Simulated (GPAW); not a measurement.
Wanted: an ASE script for a GPAW 26.7.0 run.

```yaml
Task: relaxation of cell and atoms
Functional: BLYP
Potentials_or_basis: PAW data sets generated in the run's folder for this functional
Cutoff: 600 eV
Basis: pw
k_mesh: 9 × 9 × 9
Occupations: fermi-dirac, width 0.05 eV
Spin: no spin polarisation
Eigensolver: davidson
Maxiter: 150
Optimizer: BFGS
Fmax: 0.02 eV/Å
Max_steps: 60
Convergence: density=1e-05 forces=0.0001
```

ZrS:

```
Zr S
1.0
     0.00000    2.62500    2.62500
     2.62500    0.00000    2.62500
     2.62500    2.62500    0.00000
Zr S
1 1
Direct
  0.00000 0.00000 0.00000
  0.50000 0.50000 0.50000
```

The input as run:

run.py

```python
from ase import Atoms
from ase.filters import FrechetCellFilter
from ase.io import write
from ase.optimize import BFGS
from gpaw import GPAW, PW, setup_paths

setup_paths.insert(0, '.')

atoms = Atoms(['Zr', 'S'],
              cell=[[0.0, 2.625, 2.625],
                    [2.625, 0.0, 2.625],
                    [2.625, 2.625, 0.0]],
              scaled_positions=[[0.0, 0.0, 0.0],
                                [0.5, 0.5, 0.5]],
              pbc=True)

calc = GPAW(mode=PW(600),
            xc='BLYP',
            kpts={'size': (9, 9, 9), 'gamma': True},
            occupations={'name': 'fermi-dirac', 'width': 0.05},
            nbands=19,
            convergence={'density': 1e-05, 'forces': 0.0001},
            eigensolver='davidson',
            maxiter=150,
            txt='gpaw.txt')
atoms.calc = calc
opt = BFGS(FrechetCellFilter(atoms), trajectory='relax.traj', logfile='-')
done = opt.run(fmax=0.02, steps=60)
calc.write('gs.gpw')
write('result.traj', atoms)
print('Converged:', done)
print('Cell:', atoms.cell.cellpar().round(4))
print('Volume:', round(atoms.get_volume(), 4))
print(atoms.get_scaled_positions().round(5))
```

Potentials or basis: PAW data sets generated in the run's folder for this functional, pw.

Launch:

```sh
$ gpaw-setup -f BLYP S Zr
$ OMP_NUM_THREADS=1 python run.py
```

It gave:

- Relaxed volume: 18.74 Å³/atom
- Relaxed cell: a = 3.756 Å, b = 3.756 Å, c = 3.756 Å, α = 60.00°, β = 60.00°, γ = 60.00°
- Space group after relaxing (to 0.05 Å): Fm-3m (No. 225)
- Energy gained by relaxing: 9.7 meV/atom
- Ionic steps: 3
- Pressure after relaxing: 0.1 GPa
- Band gap on the k mesh: none (metal or under the smearing width)

Caveat: later steps reuse the first step's grids.

It took 45 s on 1 thread of Intel(R) Xeon(R) 6975P-C (Granite Rapids), on a shared host, peak memory 0.19 GiB.
